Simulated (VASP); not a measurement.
# BaTiO₃: relaxation with set parts of the cell free, by free to move

BaTiO₃, P1 (no. 1), 5 atoms in the cell. PBE, constrained relaxation; PAW potentials Ba_sv, Ti_sv, O (PBE set).

| Free to move | Volume (Å³/atom) | Pressure in a fresh run at the final cell (GPa) | Pressure printed at the end of the relaxation (GPa) | Ionic steps, all stages | Electronic steps, all stages | Time (s) |
|---|---|---|---|---|---|---|
| atoms | 13.065 | 3.88 | 3.88 | 14 | 120 | 94 |
| atoms, shape and volume | 13.551 | -0.06 | -0.06 | 45 | 284 | 225 |
| atoms and shape at fixed volume | 13.065 | 3.94 | 3.94 | 21 | 157 | 121 |
| shape alone | 13.065 | 1.13 | 1.13 | 7 | 65 | 50 |
| shape and volume | 13.155 | 0.00 | 0.00 | 11 | 95 | 84 |
| volume alone | 13.157 | 0.00 | -0.01 | 7 | 69 | 55 |
| atoms and volume | 13.531 | 0.01 | 0.01 | 20 | 161 | 129 |
| atoms and the z components of the lattice | 13.490 | 0.49 | 0.49 | 15 | 125 | 113 |
| atoms and the x and y components of the lattice | 13.543 | -0.03 | -0.03 | 20 | 163 | 151 |
| atoms and the y and z components of the lattice | 13.548 | 0.05 | 0.05 | 32 | 222 | 216 |

Limits: the start was distorted on purpose (random strain, atoms moved at random), so the space group given is the start's and not the crystal's.

## Input of the first row

INCAR.step1:
```
SYSTEM = BaTiO3
  PREC = Accurate
  ENCUT = 550
  EDIFF = 1E-6
  ISMEAR = 0
  SIGMA = 0.05
  LREAL = .FALSE.
  LASPH = .TRUE.
  NELM = 100
  ALGO = Normal
  LWAVE = .FALSE.
  LCHARG = .FALSE.
  IBRION = 2
  NSW = 80
  ISIF = 2
  EDIFFG = -0.01
  POTIM = 0.5
  ISYM = 0
  KPAR = 4
```

INCAR.step3, as INCAR.step1 but for:
```
- IBRION = 2
- NSW = 80
- EDIFFG = -0.01
- POTIM = 0.5
+ NSW = 0
```

KPOINTS:
```
k-points
0
Gamma
  4 4 4
```

POSCAR.step1:
```
BaTiO3
1.0
    4.0136230000     -0.0096300000     -0.0041300000
   -0.0096300000      4.0360120000      0.0205490000
   -0.0041490000      0.0206420000      4.0326490000
Ba Ti O
1 1 3
Direct
    0.0084640000      0.0044680000      0.0010260000
    0.4894250000      0.5054350000      0.4923590000
   -0.0017270000      0.5016910000      0.5184180000
    0.5078700000     -0.0046920000      0.5205120000
    0.4959690000      0.4930990000      0.0106850000
```

POSCAR.step3:
```
BaTiO3
1.0
    4.0136230000     -0.0096300000     -0.0041300000
   -0.0096300000      4.0360120000      0.0205490000
   -0.0041490000      0.0206420000      4.0326490000
Ba Ti O
1 1 3
Direct
    0.9943503440      0.0069459633      0.0020061641
    0.4816736120      0.5209796302      0.4882444867
    0.0126504338      0.4930399821      0.5151928394
    0.5056333420      0.9847831963      0.5140872300
    0.5056932682      0.4942522281      0.0234692798
```

Commands (each step's output is kept before the next begins):
```
cat potpaw_PBE.64/Ba_sv/POTCAR potpaw_PBE.64/Ti_sv/POTCAR potpaw_PBE.64/O/POTCAR > POTCAR
cp INCAR.step1 INCAR
cp POSCAR.step1 POSCAR
mpirun -np 4 vasp_std > vasp.out
cp CONTCAR POSCAR
mpirun -np 4 vasp_std > vasp.out
# POSCAR: the CONTCAR of the step before
cp INCAR.step3 INCAR
cp POSCAR.step3 POSCAR
mpirun -np 4 vasp_std > vasp.out
```

Changes of the last row against the first:
```
- ISIF = 2
+ ISIF = 3
+ LATTICE_CONSTRAINTS = .FALSE. .TRUE. .TRUE.
```

VASP 6.6.1 took 94 s on 4 cores (Intel Xeon Platinum 8488C (Sapphire Rapids)), a shared host.
